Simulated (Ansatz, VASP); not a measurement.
Two plane-wave programs on C

```
CELL_PARAMETERS angstrom
0.00000 1.78337 1.78337
1.78337 0.00000 1.78337
1.78337 1.78337 0.00000
ATOMIC_POSITIONS crystal
C 0.75000 0.75000 0.75000
C 0.50000 0.50000 0.50000
```

This isn't the form of C at room conditions, which is graphite.

Alike in both runs: task single point; functional PBE; k mesh 13 × 13 × 13; occupations gaussian, width 0.016 eV; no spin polarisation.

|  | VASP | Ansatz |
| --- | --- | --- |
| version | VASP 6.6.1 | Ansatz 0.2.0 |
| potentials or method | VASP PAW PBE potentials, release 64 (C) | Ansatz PAW |
| plane-wave cutoff (eV) | 520 | 420 |
| valence electrons in the cell | 8 | 8 |

Ansatz gave:

| Quantity | Value |
| --- | --- |
| gap on the k mesh at the Fermi level (eV) | 4.15 |
| least direct gap on the mesh (eV) | 5.59 |
| pressure (GPa) | 1.8 |

Task: What did VASP give for the same quantities?

Result: gap on the k mesh at the Fermi level (eV): 4.14; least direct gap on the mesh (eV): 5.59; pressure (GPa): 2.5.

The functional is the same, so the differences come from potentials, cutoffs and numerics.

Caveats: an odd mesh through Γ misses points on the zone boundary, where band edges often lie (VASP); odd divisions of the mesh miss points on the zone boundary, where band edges often lie, so the gap on the mesh can be too wide (Ansatz); the pressure holds a Pulay correction of +1.0 GPa for the finite cutoff (Ansatz).
